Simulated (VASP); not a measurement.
# P (P2/m) in VASP: a series of runs

The runs below take P through single point, with PBE.

All numbers are computed with VASP 6.6.1; they aren't measurements. Logs are shortened: lines on timing, memory, paths and dates and some standing lists are left out, and cuts for length are marked.

### Step 1. Starting point

Symmetry: P2/m, No. 10, monoclinic system. The conventional cell has a = 2.425 Å, b = 2.439 Å, c = 4.852 Å, α = 90.00°, β = 90.24°, γ = 90.00°. Around P (site symmetry m) lie 6 P at 2.42 to 2.44 Å.

This isn't the form of P at room conditions, which is orthorhombic.

### Step 2. Single point, PBE

The input, INCAR:

```
PREC = Low
ENCUT = 460
EDIFF = 1E-6
ISMEAR = 0
SIGMA = 0.1
LREAL = False
LASPH = True
NELM = 100
ALGO = Normal
ISIF = 2
LWAVE = False
LCHARG = False
GGA = PE
ADDGRID = False
```

The input, KPOINTS:

```
regular mesh
0
Gamma
  14 14 7
```

The input, POSCAR:

```
P
1.0
    2.4246941115      0.0000000000      0.0000000000
    0.0000000000      2.4385351442      0.0000000000
   -0.0203144631      0.0000000000      4.8524328982
P
2
Direct
    0.0000000300      0.0000000000      0.7494253600
    0.9999999700      0.0000000000      0.2505746400
```

Potentials or basis: VASP PAW PBE potentials, release 64 (P).

Command:

```console
> cat potpaw_PBE.64/P/POTCAR > POTCAR
> mpirun -np 1 vasp_std > vasp.out
```

OUTCAR:

```text
PREC = Low
   ENCUT = 460
   EDIFF = 1E-6
   ISMEAR = 0
   LREAL = False
   LASPH = True
   NELM = 100
   ISIF = 2
   GGA = PE

 Found    400 irreducible k-points:

 Following reciprocal coordinates:
            Coordinates               Weight
  0.000000  0.000000  0.000000      1.000000
  0.071429  0.000000  0.000000      2.000000
  0.142857  0.000000  0.000000      2.000000
  0.214286  0.000000  0.000000      2.000000
  0.285714  0.000000  0.000000      2.000000
  0.357143  0.000000  0.000000      2.000000
   k-points           NKPTS =    400   k-points in BZ     NKDIM =    400   number of bands    NBANDS=      9
   number of dos      NEDOS =    301   number of ions     NIONS =      2
   total plane-waves  NPLWV =   5488
   dimension x,y,z NGX =    14 NGY =   14 NGZ =   28
   dimension x,y,z NGXF=    14 NGYF=   14 NGZF=   28
   ions per type =               2
   NGX,Y,Z   is equivalent  to a cutoff of   9.60,  9.54,  9.59 a.u.
   NGXF,Y,Z  is equivalent  to a cutoff of   9.60,  9.54,  9.59 a.u.
 SYSTEM =  unknown system
   PREC   = low       normal or accurate (medium, high low for compatibility)
   ISTART =      0    job   : 0-new  1-cont  2-samecut
   ICHARG =      2    charge: 1-file 2-atom 10-const
   ISPIN  =      1    spin polarized calculation?
   LNONCOLLINEAR =      F non collinear calculations
   LSORBIT =      F    spin-orbit coupling
   LASPH  =      T    aspherical Exc in radial PAW
   ENCUT  =  460.0 eV  33.81 Ry    5.81 a.u.   4.24  4.26  8.49*2*pi/ulx,y,z
   NELM   =    100;   NELMIN=  2; NELMDL= -5     # of ELM steps
   EDIFF  = 0.1E-05   stopping-criterion for ELM
   LREAL  =      F    real-space projection
   EDIFFG = 0.1E-04   stopping-criterion for IOM
   NSW    =      0    number of steps for IOM
   IBRION =     -1    ionic relax: 0-MD 1-quasi-New 2-CG
   NFREE  =      0    steps in history (QN), initial steepest desc. (CG)
   ISIF   =      2    stress and relaxation
   ISYM   =      2    0-nonsym 1-usesym 2-fastsym
   POTIM  = 0.5000    time-step for ionic-motion
   TEBEG  =    0.0;   TEEND  =   0.0 temperature during run
   PSTRESS=    0.0 pullay stress
   NELECT =      10.0000    total number of electrons
   NUPDOWN=      -1.0000    fix difference up-down
   EMIN   =  10.00;   EMAX   =-10.00  energy-range for DOS
   EFERMI =   0.00;   METHOD = LEGACY
   ISMEAR =     0;   SIGMA  =   0.10  broadening in eV -4-tet -1-fermi 0-gaus
   EFERMI_NEDOS =   21; number of points for ismear=-14 and -15
   IALGO  =     38    algorithm
   IMIX   =      4    mixing-type and parameters
     AMIX     =   0.40;   BMIX     =  1.00
     AMIX_MAG =   1.60;   BMIX_MAG =  1.00
  volume/ion in A,a.u.               =      14.35        96.81
  Fermi-wavevector in a.u.,A,eV,Ry     =   1.152107  2.177167 18.059715  1.327352
  Thomas-Fermi vector in A             =   2.288761
   LORBIT       =      0    0 simple, 1 ext, 2 COOP (PROOUT), +10 PAW based schemes
   GGA     = PE    functional components
   LHFCALC =     F    Hartree Fock is set to
   AEXX    =    0.0000 exact exchange contribution
   IVDW    =     0    specifies the selected vdW correction
   LEPSILON=     F    determine dielectric tensor
   LRPA    =     F    only Hartree local field effects (RPA)
 non-spin polarized calculation
 Gauss-broadening in eV      SIGMA  =   0.10
  energy-cutoff  :      460.00
  volume of cell :       28.69
 maximum number of plane-waves:       656
   NGX =  9   NGY =  9   NGZ = 17

 number of electron      10.0000236 magnetization

 Free energy of the ion-electron system (eV)
  ---------------------------------------------------
  ext. energy  EPLUGINS =         0.00000000
  ---------------------------------------------------
  free energy    TOTEN  =       -10.54214452 eV

  energy without entropy =      -10.53777695  energy(sigma->0) =      -10.53996074

 E-fermi :   9.8189     XC(G=0): -11.3431

 val. band max:        9.8183635513   @ k =   0.5000   0.2857   0.4286
 cond. band min:       9.8226949942   @ k =  -0.2857   0.5000   0.4286
 fundamental gap:      0.0043314429
 Fermi energy:         9.8189346224

 k-point     1 :       0.0000    0.0000    0.0000
  band No.  band energies     occupation
      1      -6.7940      2.00000
      2      -2.3662      2.00000
      3       1.0625      2.00000
      4      14.8087      0.00000
      5      15.0167      0.00000
      6      15.0579      0.00000
      7      16.6088      0.00000
      8      16.6757      0.00000
      9      17.8715      0.00000

 k-point     2 :       0.0714    0.0000    0.0000
  band No.  band energies     occupation
      1      -6.6755      2.00000
      2      -2.2471      2.00000
      3       1.1699      2.00000
      4      13.0514      0.00000
      5      14.9026      0.00000
      6      15.1174      0.00000
      7      16.1888      0.00000
      8      16.7170      0.00000
      9      17.8042      0.00000

 k-point     3 :       0.1429    0.0000    0.0000
  band No.  band energies     occupation
      1      -6.3215      2.00000
      2      -1.8910      2.00000
      3       1.4888      2.00000
      4      10.4595      0.00000
      5      13.8465      0.00000
      6      15.1804      0.00000
      7      15.3946      0.00000
      8      16.9949      0.00000
      9      18.0644      0.00000

 k-point     4 :       0.2143    0.0000    0.0000
  band No.  band energies     occupation
      1      -5.7382      2.00000
      2      -1.3019      2.00000
      3       2.0068      2.00000
      4       7.9593      2.00000
      5      11.5250      0.00000
      6      15.6291      0.00000
      7      15.8423      0.00000
      8      17.1240      0.00000
      9      17.4346      0.00000

 k-point     5 :       0.2857    0.0000    0.0000
  band No.  band energies     occupation
      1      -4.9397      2.00000
      2      -0.4881      2.00000
      3       2.6953      2.00000
      4       5.6371      2.00000
      5       9.3185      2.00000
      6      14.7747      0.00000
      7      16.2187      0.00000
      8      16.4307      0.00000
      9      17.9902      0.00000

 k-point     6 :       0.3571    0.0000    0.0000
  band No.  band energies     occupation
      1      -3.9626      2.00000
      2       0.5309      2.00000
      3       3.4858      2.00000
      4       3.5588      2.00000
      5       7.2856      2.00000
      6      12.7861      0.00000
      7      16.8822      0.00000
      8      17.0929      0.00000
      9      18.5782      0.00000

 [... further k-points ...]

------------------------ aborting loop because EDIFF is reached ----------------------------------------

  FORCE on cell =-STRESS in cart. coord.  units (eV):
  Direction    XX          YY          ZZ          XY          YZ          ZX
  --------------------------------------------------------------------------------------
  -------------------------------------------------------------------------------------
  Total        0.4631316      0.3634395      0.4512111      0.0000000      0.0000000      0.0130350
  in kB       25.8624409     20.2953799     25.1967686      0.0000000      0.0000000      0.7279048
  external PRESSURE =      23.7848631 kB  Pullay stress =       0.0000000 kB

 VOLUME and BASIS-vectors are now :
 -----------------------------------------------------------------------------
  energy-cutoff  :      460.00
  volume of cell :       28.69
      direct lattice vectors                 reciprocal lattice vectors
     2.424694112  0.000000000  0.000000000     0.412423157  0.000000000  0.001726589
     0.000000000  2.438535144  0.000000000     0.000000000  0.410082259  0.000000000
    -0.020314463  0.000000000  4.852432898     0.000000000  0.000000000  0.206082190

 POSITION                                       TOTAL-FORCE (eV/Angst)
 -----------------------------------------------------------------------------------
     -0.01522      0.00000      3.63654         0.000304      0.000000     -0.004737
      2.41960      0.00000      1.21590        -0.000304      0.000000      0.004737
 -----------------------------------------------------------------------------------
    total drift:                                0.000000      0.000000     -0.000000

  FREE ENERGIE OF THE ION-ELECTRON SYSTEM (eV)
  ---------------------------------------------------
  free  energy   TOTEN  =       -10.5421445198 eV

  energy  without entropy=      -10.5377769513  energy(sigma->0) =      -10.53996074
```

It took 28 s on 1 thread of Intel Xeon Platinum 8259CL at 2.50GHz (Skylake/Cascade Lake), shared host; peak memory 0.16 GiB.

The run converged, but some of its settings lie outside the range that counts as converged, so its numbers aren't taken as properties of the crystal.

What came out:

| Quantity | Value |
| --- | --- |
| Free energy | -10.5421 eV |
| Pressure | 2.4 GPa |
| Largest force | 0.005 eV/Å |
| Band gap on the k mesh | none (metal or under the smearing width) |

### Step 3. Single point, PBE

INCAR is that of step 2.

KPOINTS is that of step 2.

The input, POSCAR:

```
P
1.0
    2.4246941115      0.0000000000      0.0000000000
    0.0000000000      2.4385351442      0.0000000000
   -0.0203144631      0.0000000000      4.8524328982
P
2
Direct
   -0.0009640000     -0.0137570000      0.7520410000
    1.0088450000      0.0001830000      0.2407300000
```

Potentials or basis: VASP PAW PBE potentials, release 64 (P).

Command:

```console
> cat potpaw_PBE.64/P/POTCAR > POTCAR
> mpirun -np 1 vasp_std > vasp.out
```

Wall time 78 s (1 thread of Intel Xeon Platinum 8259CL at 2.50GHz (Skylake/Cascade Lake), shared host); peak memory 0.21 GiB.

The run converged, but some of its settings lie outside the range that counts as converged, so its numbers aren't taken as properties of the crystal.

What came out:

```
Free energy            : -10.5412 eV
Pressure               : 2.6 GPa
Largest force          : 0.069 eV/Å
Band gap on the k mesh : none (metal or under the smearing width)
```

### Step 4. Single point, PBE

INCAR: that of step 3 with these lines changed.

```diff
@@ -1,2 +1,2 @@
-PREC = Low
+PREC = Normal
 ENCUT = 460
```

KPOINTS is that of step 3.

The input, POSCAR:

```
P
1.0
    2.4246941115      0.0000000000      0.0000000000
    0.0000000000      2.4385351442      0.0000000000
   -0.0203144631      0.0000000000      4.8524328982
P
2
Direct
    0.0000000300      0.0000000000      0.7494253600
    0.9999999700      0.0000000000      0.2505746400
```

Potentials or basis: VASP PAW PBE potentials, release 64 (P).

Command:

```console
> cat potpaw_PBE.64/P/POTCAR > POTCAR
> mpirun -np 1 vasp_std > vasp.out
```

OUTCAR:

```text
PREC = Normal
   ENCUT = 460
   EDIFF = 1E-6
   ISMEAR = 0
   LREAL = False
   LASPH = True
   NELM = 100
   ISIF = 2
   GGA = PE

 Found    400 irreducible k-points:

 Following reciprocal coordinates:
            Coordinates               Weight
  0.000000  0.000000  0.000000      1.000000
  0.071429  0.000000  0.000000      2.000000
  0.142857  0.000000  0.000000      2.000000
  0.214286  0.000000  0.000000      2.000000
  0.285714  0.000000  0.000000      2.000000
  0.357143  0.000000  0.000000      2.000000
   k-points           NKPTS =    400   k-points in BZ     NKDIM =    400   number of bands    NBANDS=      9
[... 150 lines left out ...]

  FORCE on cell =-STRESS in cart. coord.  units (eV):
  Direction    XX          YY          ZZ          XY          YZ          ZX
  --------------------------------------------------------------------------------------
  -------------------------------------------------------------------------------------
  Total        0.4695926      0.3697060      0.4576203      0.0000000      0.0000000      0.0128459
  in kB       26.2232391     20.6453155     25.5546766      0.0000000      0.0000000      0.7173466
  external PRESSURE =      24.1410770 kB  Pullay stress =       0.0000000 kB

 VOLUME and BASIS-vectors are now :
 -----------------------------------------------------------------------------
  energy-cutoff  :      460.00
  volume of cell :       28.69
      direct lattice vectors                 reciprocal lattice vectors
     2.424694112  0.000000000  0.000000000     0.412423157  0.000000000  0.001726589
     0.000000000  2.438535144  0.000000000     0.000000000  0.410082259  0.000000000
    -0.020314463  0.000000000  4.852432898     0.000000000  0.000000000  0.206082190

 POSITION                                       TOTAL-FORCE (eV/Angst)
 -----------------------------------------------------------------------------------
     -0.01522      0.00000      3.63654         0.000290      0.000000     -0.004869
      2.41960      0.00000      1.21590        -0.000290      0.000000      0.004869
 -----------------------------------------------------------------------------------
    total drift:                                0.000000      0.000000     -0.000000

  FREE ENERGIE OF THE ION-ELECTRON SYSTEM (eV)
  ---------------------------------------------------
  free  energy   TOTEN  =       -10.5420629600 eV

  energy  without entropy=      -10.5376954162  energy(sigma->0) =      -10.53987919
```

stdout:

```text
POSCAR found type information on POSCAR P
 POSCAR found :  1 types and       2 ions
 scaLAPACK will be used
 LDA part: xc-table for (Slater+PW92), standard interpolation
 POSCAR, INCAR and KPOINTS ok, starting setup
 FFT: planning ... GRIDC
 FFT: planning ... GRID_SOFT
 FFT: planning ... GRID
 WAVECAR not read
 entering main loop
```

Run time: 56 s. Hardware: 1 thread of Intel Xeon Platinum 8259CL at 2.50GHz (Skylake/Cascade Lake), shared host; peak memory 0.17 GiB.

These settings aren't checked as converged: the numbers below hold their error.

Results:

```yaml
Free_energy: -10.5421 eV
Pressure: 2.4 GPa
Largest_force: 0.005 eV/Å
Band_gap_on_the_k_mesh: none (metal or under the smearing width)
```

### Step 5. Single point, PBE

INCAR is that of step 4.

KPOINTS is that of step 4.

The input, POSCAR:

```
P
1.0
    2.4246941115      0.0000000000      0.0000000000
    0.0000000000      2.4385351442      0.0000000000
   -0.0203144631      0.0000000000      4.8524328982
P
2
Direct
   -0.0009640000     -0.0137570000      0.7520410000
    1.0088450000      0.0001830000      0.2407300000
```

Potentials or basis: VASP PAW PBE potentials, release 64 (P).

Command:

```console
> cat potpaw_PBE.64/P/POTCAR > POTCAR
> mpirun -np 1 vasp_std > vasp.out
```

OUTCAR:

```text
PREC = Normal
   ENCUT = 460
   EDIFF = 1E-6
   ISMEAR = 0
   LREAL = False
   LASPH = True
   NELM = 100
   ISIF = 2
   GGA = PE

 Found    688 irreducible k-points:

 Following reciprocal coordinates:
            Coordinates               Weight
  0.000000  0.000000  0.000000      1.000000
  0.071429  0.000000  0.000000      2.000000
  0.142857  0.000000  0.000000      2.000000
  0.214286  0.000000  0.000000      2.000000
  0.285714  0.000000  0.000000      2.000000
  0.357143  0.000000  0.000000      2.000000
   k-points           NKPTS =    688   k-points in BZ     NKDIM =    688   number of bands    NBANDS=      9
[... 150 lines left out ...]

  FORCE on cell =-STRESS in cart. coord.  units (eV):
  Direction    XX          YY          ZZ          XY          YZ          ZX
  --------------------------------------------------------------------------------------
  -------------------------------------------------------------------------------------
  Total        0.5562856      0.3412092      0.5287007     -0.0186770     -0.0132560      0.0119249
  in kB       31.0643956     19.0539868     29.5239849     -1.0429719     -0.7402479      0.6659146
  external PRESSURE =      26.5474558 kB  Pullay stress =       0.0000000 kB

 VOLUME and BASIS-vectors are now :
 -----------------------------------------------------------------------------
  energy-cutoff  :      460.00
  volume of cell :       28.69
      direct lattice vectors                 reciprocal lattice vectors
     2.424694112  0.000000000  0.000000000     0.412423157  0.000000000  0.001726589
     0.000000000  2.438535144  0.000000000     0.000000000  0.410082259  0.000000000
    -0.020314463  0.000000000  4.852432898     0.000000000  0.000000000  0.206082190

 POSITION                                       TOTAL-FORCE (eV/Angst)
 -----------------------------------------------------------------------------------
      2.40708      2.40499      3.64923         0.037510      0.055071     -0.010411
      0.01656      0.00045      1.16813        -0.037510     -0.055071      0.010411
 -----------------------------------------------------------------------------------
    total drift:                               -0.000002     -0.000001      0.000021

  FREE ENERGIE OF THE ION-ELECTRON SYSTEM (eV)
  ---------------------------------------------------
  free  energy   TOTEN  =       -10.5411560037 eV

  energy  without entropy=      -10.5378229478  energy(sigma->0) =      -10.53948948
```

Run time: 92 s. Hardware: 1 thread of Intel Xeon Platinum 8259CL at 2.50GHz (Skylake/Cascade Lake), shared host; peak memory 0.22 GiB.

These settings aren't checked as converged: the numbers below hold their error.

What came out:

```yaml
Free_energy: -10.5412 eV
Pressure: 2.7 GPa
Largest_force: 0.067 eV/Å
Band_gap_on_the_k_mesh: none (metal or under the smearing width)
```

### Step 6. Single point, PBE

INCAR: that of step 5 with these lines changed.

```diff
@@ -1,2 +1,2 @@
-PREC = Normal
+PREC = Accurate
 ENCUT = 460
@@ -5,3 +5,3 @@
 SIGMA = 0.1
-LREAL = False
+LREAL = Auto
 LASPH = True
```

KPOINTS is that of step 5.

The input, POSCAR:

```
P
1.0
    2.4246941115      0.0000000000      0.0000000000
    0.0000000000      2.4385351442      0.0000000000
   -0.0203144631      0.0000000000      4.8524328982
P
2
Direct
    0.0000000300      0.0000000000      0.7494253600
    0.9999999700      0.0000000000      0.2505746400
```

Potentials or basis: VASP PAW PBE potentials, release 64 (P).

Command:

```console
> cat potpaw_PBE.64/P/POTCAR > POTCAR
> mpirun -np 1 vasp_std > vasp.out
```

Wall time 95 s (1 thread of Intel Xeon Platinum 8259CL at 2.50GHz (Skylake/Cascade Lake), shared host); peak memory 0.16 GiB.

These settings aren't checked as converged: the numbers below hold their error.

Results:

| Item | Value |
| --- | --- |
| Free energy | -10.5438 eV |
| Pressure | 2.4 GPa |
| Band gap on the k mesh | none (metal or under the smearing width) |
